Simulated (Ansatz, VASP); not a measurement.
**Two plane-wave programs on BeSe**

Contents of POSCAR:

```
BeSe
1.0
    0.0000000000      2.5483880000      2.5483880000
    2.5483880000      0.0000000000      2.5483880000
    2.5483880000      2.5483880000      0.0000000000
Be Se
1 1
Direct
    0.0000000000      0.0000000000      0.0000000000
    0.2500000000      0.2500000000      0.2500000000
```

INCAR.step1

```
SYSTEM = BeSe
PREC = Accurate ; ENCUT = 520
ISMEAR = -1 ; SIGMA = 0.1
LREAL = .FALSE. ; LASPH = .TRUE.
NELM = 60 ; NBANDS = 11
GGA = PE ; ALGO = Normal
EDIFF = 1E-4 ; LWAVE = .TRUE.
LCHARG = .FALSE.
```

INCAR.step2

```
SYSTEM = BeSe
PREC = Accurate ; ENCUT = 520
EDIFF = 1E-6 ; ISMEAR = -1
SIGMA = 0.1 ; LREAL = .FALSE.
LASPH = .TRUE. ; NELM = 60
ALGO = Normal ; ISIF = 2
LWAVE = .FALSE. ; LCHARG = .FALSE.
METAGGA = R2SCAN ; LMIXTAU = .TRUE.
NBANDS = 11 ; ISTART = 1
```

Contents of KPOINTS:

```
regular mesh
0
G
  9 9 9
  0 0 0
```

Input for Ansatz:

```yaml
crystal:
  lattice:
    - [0.0, 2.548388, 2.548388]
    - [2.548388, 0.0, 2.548388]
    - [2.548388, 2.548388, 0.0]
  atoms:
    - { symbol: Be, position: [0.0, 0.0, 0.0] }
    - { symbol: Se, position: [0.25, 0.25, 0.25] }
  symmetry: { tolerance: 0.0003 }
kpoints:
  mp_grid: { grid: [9, 9, 9], shift: [0, 0, 0] }
  band_path:
    path:
      - [0.0, 0.0, 0.0]
      - [-0.5, -0.5, 0.0]
      - [-0.375, -0.375, 0.25]
      - [-0.375, 0.0, 0.375]
      - [0.0, 0.0, 0.0]
      - [0.0, 0.0, 0.5]
      - [-0.5, -0.25, 0.25]
      - [-0.5, -0.5, 0.0]
    npoints: 8
magnetization:
  spin_polarized: false
scf:
  occupations: { method: fermi_dirac }
  lower_state_search: "off"
  max_iter: 200
hamiltonian:
  pseudopotentials: { kind: paw }
  xc: r2scan
basis:
  ecutwfc: 500
  fft_grid_basis: typed
output:
  forces: true
  stress: true
  eigenvalues: true
  bader: true
  populations: true
  elf: true
  write_potential: true
  volumetric_format: npy
  dos:
    e_range: [-12, 8]
    de: 0.05
    projected: { site_lists: { Be: [Be], Se: [Se] } }
checkpoint:
  read: saved_state
```

Alike in both runs: task single point; functional r2SCAN; k mesh 9 × 9 × 9; no spin polarisation.

|  | VASP | Ansatz |
| --- | --- | --- |
| version | VASP 6.6.1 | Ansatz 0.2.0 |
| potentials or method | VASP PAW PBE potentials, release 64 (Be, Se) | PAW plane waves |
| plane-wave cutoff (eV) | 520 | 500 |
| occupations | fermi-dirac, width 0.1 eV | fermi-dirac |
| valence electrons in the cell | 8 | 18 |

|  | VASP | Ansatz | Ansatz less VASP |
| --- | --- | --- | --- |
| pressure (GPa) | 3.6 | 3.3 | -0.32 |

The two sets of potentials don't hold the same shells in valence.

Caveats: the PAW data sets were made with another functional, which shifts forces and pressure a little (VASP); an odd mesh through Γ misses points on the zone boundary, where band edges often lie. r2SCAN opens gaps a little over a GGA but as a rule still falls short of measured ones.
